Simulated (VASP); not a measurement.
Runs of VASP 6.6.1 on Ge. The structure is cubic, space group Fd-3m (No. 227). The conventional cell has a = 5.658 Å, b = 5.658 Å, c = 5.658 Å, α = 90.00°, β = 90.00°, γ = 90.00°. Ge (site symmetry -43m) is surrounded by 4 Ge at 2.45 Å. 

| task | level | potentials or basis | spin | cell | k mesh | cutoff (eV) | smearing | gap on the mesh (eV) | pressure (GPa) | relaxed volume (Å³/atom) |
| --- | --- | --- | --- | --- | --- | --- | --- | --- | --- | --- |
| band structure | LDA | VASP PAW LDA potentials, release 64 (Ge_d) | off | as given | 8 × 8 × 8 | 520 | fermi-dirac 0.05 eV | - | (b) | - |
| relaxation of cell and atoms | PBEsol | VASP PAW PBE potentials, release 64 (Ge_d) | off | relaxed | 8 × 8 × 8 | 600 | fermi-dirac 0.05 eV | none | 0.0 | 22.90 |
| single point | PBE | VASP PAW PBE potentials, release 64 (Ge_d) | off | as given | 8 × 8 × 8 | 520 | gaussian 0.011 eV | 0.03 | 3.5 | - |
| relaxation of cell and atoms | PBE | VASP PAW PBE potentials, release 64 (Ge_d) | off | relaxed | 8 × 8 × 8 | 600 | fermi-dirac 0.05 eV | none | 0.0 | (a) |

**Question.** Fill in the values left out.

**Answer.** (a) 23.85; (b) -1.1.

Caveats: this crystal is a semiconductor, whose small gap the functional closes, so the metal is an error of the method (some runs); the PAW data sets were made with another functional, which shifts forces and pressure a little (some runs).

A k mesh can miss the band edges, and the runs leave out spin-orbit coupling on Ge.

A gap of «none» marks a metal or a gap under the smearing width.
